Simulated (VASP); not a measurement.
# Ge (Fd-3m) in VASP: a series of runs

One crystal, Ge, is run at these levels: r2SCAN; tasks: relaxation of the atoms.

Program: VASP 6.6.1. These are calculated values, not measurements. Logs are shortened: lines on timing, memory, paths and dates and some standing lists are left out, and cuts for length are marked.

**Measured values to compare with.**

From “Temperature-dependent photoluminescence in Ge: experiment and theory”, 2020, arxiv:2003.00143, for a bulk crystal of Ge at 0 K: band gap 0.744 eV (indirect).

The results are compared with them further down.

### Step 1. The structure

It takes space group Fd-3m (No. 227, cubic). Conventional cell: a = 5.677 Å, b = 5.677 Å, c = 5.677 Å, α = 90.00°, β = 90.00°, γ = 90.00°. Ge (site symmetry -43m) has 4 Ge at 2.46 Å as nearest neighbours.

### Step 2. Relaxation of the atoms, r2SCAN

The input, INCAR:

```
SYSTEM = Ge
ALGO = Normal ; EDIFF = 1E-7
EDIFFG = -0.01 ; ENCUT = 600
IBRION = 2 ; ISIF = 2
ISMEAR = 0 ; LASPH = .True.
LCHARG = .False. ; LMIXTAU = .True.
LREAL = .False. ; LWAVE = .False.
METAGGA = R2SCAN ; NELM = 80
NSW = 40 ; PREC = Accurate
SIGMA = 0.03
```

The input, KPOINTS:

```
k-points
0
Gamma
  10 10 10
  0 0 0
```

The input, POSCAR:

```
Ge                                      
1.0
    0.0000000000      2.8383942281      2.8383942281
    2.8383942281      0.0000000000      2.8383942281
    2.8383942281      2.8383942281      0.0000000000
  Ge            
     2
Direct
     0.0000000000000000    0.0000000000000000    0.0000000000000000
     0.2500000000000000    0.2500000000000000    0.2500000000000000
```

Potentials or basis: VASP PAW PBE potentials, release 64 (Ge_d).

Started as:

```sh
> cat potpaw_PBE.64/Ge_d/POTCAR > POTCAR
> mpirun -np 1 vasp_std > vasp.out
```

OUTCAR:

```text
SYSTEM = Ge
   EDIFF = 1E-7
   EDIFFG = -0.01
   ENCUT = 600
   IBRION = 2
   ISIF = 2
   ISMEAR = 0
   LASPH = .True.
   LREAL = .False.
   METAGGA = R2SCAN
   NELM = 80
   NSW = 40
   PREC = Accurate

 ion  position               nearest neighbor table
   1  0.000  0.000  0.000-   2 2.46   2 2.46   2 2.46   2 2.46
   2  0.250  0.250  0.250-   1 2.46   1 2.46   1 2.46   1 2.46

  LATTYP: Found a face centered cubic cell.
 ALAT       =     5.6767884562

  Lattice vectors:

 A1 = (   0.0000000000,   2.8383942281,   2.8383942281)
 A2 = (   2.8383942281,   0.0000000000,   2.8383942281)
 A3 = (   2.8383942281,   2.8383942281,   0.0000000000)

Analysis of symmetry for initial positions (statically):
=====================================================================
 Subroutine PRICEL returns:
 Original cell was already a primitive cell.

 Routine SETGRP: Setting up the symmetry group for a
 face centered cubic supercell.

 Subroutine GETGRP returns: Found 48 space group operations
 (whereof 24 operations were pure point group operations)
 out of a pool of 48 trial point group operations.

The static configuration has the point symmetry T_d .
 The point group associated with its full space group is O_h .

Analysis of symmetry for dynamics (positions and initial velocities):
=====================================================================
 Subroutine PRICEL returns:
 Original cell was already a primitive cell.

 Routine SETGRP: Setting up the symmetry group for a
 face centered cubic supercell.

 Subroutine GETGRP returns: Found 48 space group operations
 (whereof 24 operations were pure point group operations)
 out of a pool of 48 trial point group operations.

The dynamic configuration has the point symmetry T_d .
 The point group associated with its full space group is O_h .

 Subroutine INISYM returns: Found 48 space group operations
 (whereof 24 operations are pure point group operations),
 and found     1 'primitive' translations

----------------------------------------------------------------------------------------

                                     Primitive cell

  volume of cell :      45.7349

  direct lattice vectors                    reciprocal lattice vectors
     0.000000000  2.838394228  2.838394228    -0.176155939  0.176155939  0.176155939
     2.838394228  0.000000000  2.838394228     0.176155939 -0.176155939  0.176155939
[... 80 lines left out ...]
   LNONCOLLINEAR =      F non collinear calculations
   LSORBIT =      F    spin-orbit coupling
   LASPH  =      T    aspherical Exc in radial PAW
   ENCUT  =  600.0 eV  44.10 Ry    6.64 a.u.   8.02  8.02  8.02*2*pi/ulx,y,z
   NELM   =     80;   NELMIN=  2; NELMDL= -5     # of ELM steps
   EDIFF  = 0.1E-06   stopping-criterion for ELM
   LREAL  =      F    real-space projection
   EDIFFG = -.1E-01   stopping-criterion for IOM
   NSW    =     40    number of steps for IOM
   IBRION =      2    ionic relax: 0-MD 1-quasi-New 2-CG
   NFREE  =      1    steps in history (QN), initial steepest desc. (CG)
   ISIF   =      2    stress and relaxation
   ISYM   =      2    0-nonsym 1-usesym 2-fastsym
   POTIM  = 0.5000    time-step for ionic-motion
   TEBEG  =    0.0;   TEEND  =   0.0 temperature during run
   PSTRESS=    0.0 pullay stress
   NELECT =      28.0000    total number of electrons
   NUPDOWN=      -1.0000    fix difference up-down
   EMIN   =  10.00;   EMAX   =-10.00  energy-range for DOS
   EFERMI =   0.00;   METHOD = LEGACY
   ISMEAR =     0;   SIGMA  =   0.03  broadening in eV -4-tet -1-fermi 0-gaus
   EFERMI_NEDOS =   21; number of points for ismear=-14 and -15
   IALGO  =     38    algorithm
   IMIX   =      4    mixing-type and parameters
     AMIX     =   0.40;   BMIX     =  1.00
     AMIX_MAG =   1.60;   BMIX_MAG =  1.00
  volume/ion in A,a.u.               =      22.87       154.32
  Fermi-wavevector in a.u.,A,eV,Ry     =   1.390096  2.626901 26.291448  1.932367
  Thomas-Fermi vector in A             =   2.514064
   LORBIT       =      0    0 simple, 1 ext, 2 COOP (PROOUT), +10 PAW based schemes
   METAGGA = R2SCAN    functional components
   LHFCALC =     F    Hartree Fock is set to
   AEXX    =    0.0000 exact exchange contribution
   IVDW    =     0    specifies the selected vdW correction
   LEPSILON=     F    determine dielectric tensor
   LRPA    =     F    only Hartree local field effects (RPA)
 conjugate gradient relaxation of ions
 non-spin polarized calculation
 Gauss-broadening in eV      SIGMA  =   0.03
  energy-cutoff  :      600.00
  volume of cell :       45.73
 maximum number of plane-waves:      1542
   NGX = 17   NGY = 17   NGZ = 17

 number of electron      28.0000020 magnetization

 Free energy of the ion-electron system (eV)
  ---------------------------------------------------
  ext. energy  EPLUGINS =         0.00000000
  ---------------------------------------------------
  free energy    TOTEN  =       -27.74402181 eV

  energy without entropy =      -27.74402181  energy(sigma->0) =      -27.74402181

 E-fermi :   4.8386     XC(G=0): -10.7670

 val. band max:        4.7027232907   @ k =   0.0000   0.0000   0.0000
 cond. band min:       5.0105845354   @ k =   0.0000   0.0000   0.0000
 fundamental gap:      0.3078612447
 Fermi energy:         4.8385918043

 k-point     1 :       0.0000    0.0000    0.0000
  band No.  band energies     occupation
      1     -20.7774      2.00000
      2     -20.7774      2.00000
      3     -20.7774      2.00000
      4     -20.7387      2.00000
      5     -20.7387      2.00000
      6     -20.5267      2.00000
[... 481 lines left out ...]
      5     -20.6553      2.00000
      6     -20.6296      2.00000
[... 10 lines left out ...]
     17      11.7880      0.00000
     18      12.3183      0.00000

 [... further k-points ...]
[... 5 lines left out ...]
  --------------------------------------------------------------------------------------
  -------------------------------------------------------------------------------------
  Total        0.0019353      0.0019353      0.0019353      0.0000000      0.0000000     -0.0000000
  in kB        0.0677974      0.0677974      0.0677974      0.0000000      0.0000000     -0.0000000
  external PRESSURE =       0.0677974 kB  Pullay stress =       0.0000000 kB

 VOLUME and BASIS-vectors are now :
 -----------------------------------------------------------------------------
  energy-cutoff  :      600.00
  volume of cell :       45.73
      direct lattice vectors                 reciprocal lattice vectors
     0.000000000  2.838394228  2.838394228    -0.176155939  0.176155939  0.176155939
     2.838394228  0.000000000  2.838394228     0.176155939 -0.176155939  0.176155939
     2.838394228  2.838394228  0.000000000     0.176155939  0.176155939 -0.176155939

 POSITION                                       TOTAL-FORCE (eV/Angst)
 -----------------------------------------------------------------------------------
      0.00000      0.00000      0.00000        -0.000000     -0.000000     -0.000000
      1.41920      1.41920      1.41920         0.000000      0.000000      0.000000
 -----------------------------------------------------------------------------------
    total drift:                               -0.000000     -0.000000      0.000000

  FREE ENERGIE OF THE ION-ELECTRON SYSTEM (eV)
  ---------------------------------------------------
  free  energy   TOTEN  =       -27.7440218078 eV

  energy  without entropy=      -27.7440218078  energy(sigma->0) =      -27.74402181

 reached required accuracy - stopping structural energy minimisation
```

CONTCAR:

```text
Ge
   1.00000000000000
     0.0000000000000000    2.8383942280999999    2.8383942280999999
     2.8383942280999999    0.0000000000000000    2.8383942280999999
     2.8383942280999999    2.8383942280999999    0.0000000000000000
  Ge
     2
Direct
     0.0000000000000000    0.0000000000000000    0.0000000000000000
     0.2500000000000000    0.2500000000000000    0.2500000000000000

  0.00000000E+00  0.00000000E+00  0.00000000E+00
  0.00000000E+00  0.00000000E+00  0.00000000E+00
```

Wall time 1.7 min (1 thread of AMD EPYC 9R45 (Zen 5), shared host); peak memory 0.17 GiB.

Results:

| Quantity | Value |
| --- | --- |
| Free energy | -27.7440 eV |
| Pressure after relaxing | 0.0 GPa |
| Band gap on the k mesh | 0.31 eV, direct |

Final structure:
```
CELL_PARAMETERS angstrom
0.00000 2.83839 2.83839
2.83839 0.00000 2.83839
2.83839 2.83839 0.00000
ATOMIC_POSITIONS crystal
Ge 0.00000 0.00000 0.00000
Ge 0.25000 0.25000 0.25000
```

Levels at points of the mesh, in eV from the valence-band top:
| k point | band 12 | band 13 | band 14 | band 15 | band 16 | band 17 |
| --- | --- | --- | --- | --- | --- | --- |
| (0.00, 0.00, 0.00) | 0.00 | 0.00 | 0.00 | 0.31 | 2.71 | 2.71 |
| (0.50, 0.00, 0.00) | -7.82 | -1.47 | -1.47 | 0.41 | 3.99 | 3.99 |
| (0.50, 0.50, 0.00) | -9.18 | -3.19 | -3.19 | 0.99 | 0.99 | 10.02 |

Caveat: the relaxation stopped at its first step, so nothing moved; the PAW data sets were made with another functional, which shifts forces and pressure a little.

### Step 3. Relaxation of the atoms, r2SCAN (a relaxed cell with its volume scaled by 1.02)

INCAR is that of step 2.

KPOINTS is that of step 2.

The input, POSCAR:

```
Ge                                      
1.0
    0.0000000000      2.8571920887      2.8571920887
    2.8571920887      0.0000000000      2.8571920887
    2.8571920887      2.8571920887      0.0000000000
  Ge            
     2
Direct
     0.0000000000000000    0.0000000000000000    0.0000000000000000
     0.2500000000000000    0.2500000000000000    0.2500000000000000
```

Potentials or basis: VASP PAW PBE potentials, release 64 (Ge_d).

Started as:

```sh
> cat potpaw_PBE.64/Ge_d/POTCAR > POTCAR
> mpirun -np 1 vasp_std > vasp.out
```

OUTCAR:

```text
SYSTEM = Ge
   EDIFF = 1E-7
   EDIFFG = -0.01
   ENCUT = 600
   IBRION = 2
   ISIF = 2
   ISMEAR = 0
   LASPH = .True.
   LREAL = .False.
   METAGGA = R2SCAN
   NELM = 80
   NSW = 40
   PREC = Accurate

 ion  position               nearest neighbor table
   1  0.000  0.000  0.000-   2 2.47   2 2.47   2 2.47   2 2.47
   2  0.250  0.250  0.250-   1 2.47   1 2.47   1 2.47   1 2.47

  LATTYP: Found a face centered cubic cell.
 ALAT       =     5.7143841774

  Lattice vectors:

 A1 = (   0.0000000000,   2.8571920887,   2.8571920887)
 A2 = (   2.8571920887,   0.0000000000,   2.8571920887)
 A3 = (   2.8571920887,   2.8571920887,   0.0000000000)

Analysis of symmetry for initial positions (statically):
=====================================================================
 Subroutine PRICEL returns:
 Original cell was already a primitive cell.

 Routine SETGRP: Setting up the symmetry group for a
 face centered cubic supercell.

 Subroutine GETGRP returns: Found 48 space group operations
[... 162 lines left out ...]
  ext. energy  EPLUGINS =         0.00000000
  ---------------------------------------------------
  free energy    TOTEN  =       -27.74029269 eV

  energy without entropy =      -27.74029159  energy(sigma->0) =      -27.74029214

 E-fermi :   4.5754     XC(G=0): -10.6643

 val. band max:        4.5119821247   @ k =   0.0000   0.0000   0.0000
 cond. band min:       4.6313395041   @ k =   0.0000   0.0000   0.0000
 fundamental gap:      0.1193573794
 Fermi energy:         4.5753855804

 k-point     1 :       0.0000    0.0000    0.0000
  band No.  band energies     occupation
      1     -20.9419      2.00000
      2     -20.9419      2.00000
      3     -20.9419      2.00000
      4     -20.9048      2.00000
      5     -20.9048      2.00000
      6     -20.7033      2.00000
[... 481 lines left out ...]
      5     -20.8253      2.00000
      6     -20.8015      2.00000
[... 10 lines left out ...]
     17      11.4944      0.00000
     18      12.0276      0.00000

 [... further k-points ...]
[... 5 lines left out ...]
  --------------------------------------------------------------------------------------
  -------------------------------------------------------------------------------------
  Total       -0.3906110     -0.3906110     -0.3906110     -0.0000000      0.0000000     -0.0000000
  in kB      -13.4154950    -13.4154950    -13.4154950     -0.0000000      0.0000000     -0.0000000
  external PRESSURE =     -13.4154950 kB  Pullay stress =       0.0000000 kB

 VOLUME and BASIS-vectors are now :
 -----------------------------------------------------------------------------
  energy-cutoff  :      600.00
  volume of cell :       46.65
      direct lattice vectors                 reciprocal lattice vectors
     0.000000000  2.857192089  2.857192089    -0.174996985  0.174996985  0.174996985
     2.857192089  0.000000000  2.857192089     0.174996985 -0.174996985  0.174996985
     2.857192089  2.857192089  0.000000000     0.174996985  0.174996985 -0.174996985

 POSITION                                       TOTAL-FORCE (eV/Angst)
 -----------------------------------------------------------------------------------
      0.00000      0.00000      0.00000        -0.000000     -0.000000     -0.000000
      1.42860      1.42860      1.42860         0.000000      0.000000      0.000000
 -----------------------------------------------------------------------------------
    total drift:                               -0.000000      0.000000      0.000000

  FREE ENERGIE OF THE ION-ELECTRON SYSTEM (eV)
  ---------------------------------------------------
  free  energy   TOTEN  =       -27.7402926877 eV

  energy  without entropy=      -27.7402915858  energy(sigma->0) =      -27.74029214

 reached required accuracy - stopping structural energy minimisation
```

OSZICAR:

```text
N       E                     dE             d eps       ncg     rms          rms(c)
DAV:   1     0.153999659993E+03    0.15400E+03   -0.17038E+04  1728   0.463E+03
DAV:   2    -0.751071620449E+01   -0.16151E+03   -0.15850E+03  1700   0.594E+02
DAV:   3    -0.296882147701E+02   -0.22177E+02   -0.21997E+02  1860   0.158E+02
[... 13 lines left out ...]
DAV:  17    -0.277402822256E+02   -0.14397E-05   -0.54650E-08  1310   0.198E-03    0.350E-03
DAV:  18    -0.277402916651E+02   -0.94395E-05   -0.17258E-06  1324   0.146E-02    0.126E-03
DAV:  19    -0.277402924927E+02   -0.82761E-06   -0.32412E-07  1358   0.665E-03    0.582E-04
DAV:  20    -0.277402926415E+02   -0.14880E-06   -0.37559E-08   960   0.257E-03    0.505E-04
DAV:  21    -0.277402926877E+02   -0.46214E-07   -0.27588E-08   866   0.290E-03
   1 F= -.27740293E+02 E0= -.27740292E+02  d E =-.277403E+02
```

Wall time 1.8 min (1 thread of AMD EPYC 9R45 (Zen 5), shared host); peak memory 0.17 GiB.

Results:

```
Free energy             : -27.7403 eV
Pressure after relaxing : -1.3 GPa
Band gap on the k mesh  : 0.12 eV, direct
```

Final structure:
```yaml
crystal:
  lattice:
    - [0.00000, 2.85719, 2.85719]
    - [2.85719, 0.00000, 2.85719]
    - [2.85719, 2.85719, 0.00000]
  atoms:
    - { symbol: Ge, position: [0.00000, 0.00000, 0.00000] }
    - { symbol: Ge, position: [0.25000, 0.25000, 0.25000] }
```

Caveat: the relaxation stopped at its first step, so nothing moved; the PAW data sets were made with another functional, which shifts forces and pressure a little. A k mesh can miss the band edges.

### Step 4. Relaxation of the atoms, r2SCAN (a relaxed cell with its volume scaled by 1.04)

INCAR is that of step 3.

KPOINTS is that of step 3.

The input, POSCAR:

```
Ge                                      
1.0
    0.0000000000      2.8757458039      2.8757458039
    2.8757458039      0.0000000000      2.8757458039
    2.8757458039      2.8757458039      0.0000000000
  Ge            
     2
Direct
     0.0000000000000000    0.0000000000000000    0.0000000000000000
     0.2500000000000000    0.2500000000000000    0.2500000000000000
```

Started as:

```sh
> cat potpaw_PBE.64/Ge_d/POTCAR > POTCAR
> mpirun -np 1 vasp_std > vasp.out
```

Wall time 2.2 min (1 thread of AMD EPYC 9R45 (Zen 5), shared host); peak memory 0.18 GiB.

It converged, with:

```
Free energy             : -27.7294 eV
Pressure after relaxing : -2.5 GPa
Band gap on the k mesh  : none (metal or under the smearing width)
```

Final structure:
```
Ge
1.0
     0.00000    2.87575    2.87575
     2.87575    0.00000    2.87575
     2.87575    2.87575    0.00000
Ge
2
Direct
  0.00000 0.00000 0.00000
  0.25000 0.25000 0.25000
```

Levels at points of the mesh, in eV from the Fermi level:
| k point | band 11 | band 12 | band 13 | band 14 | band 15 | band 16 | band 17 | band 18 |
| --- | --- | --- | --- | --- | --- | --- | --- | --- |
| (0.00, 0.00, 0.00) | -12.93 | -0.07 | -0.01 | -0.01 | -0.01 | 2.68 | 2.68 | 2.68 |
| (0.50, 0.00, 0.00) | -10.86 | -7.65 | -1.42 | -1.42 | 0.27 | 3.96 | 3.96 | 7.60 |
| (0.50, 0.50, 0.00) | -9.04 | -9.04 | -3.06 | -3.06 | 1.02 | 1.02 | 9.67 | 9.67 |

Caveat: the relaxation stopped at its first step, so nothing moved; the PAW data sets were made with another functional, which shifts forces and pressure a little.

(Continued in part 2 of 2.)
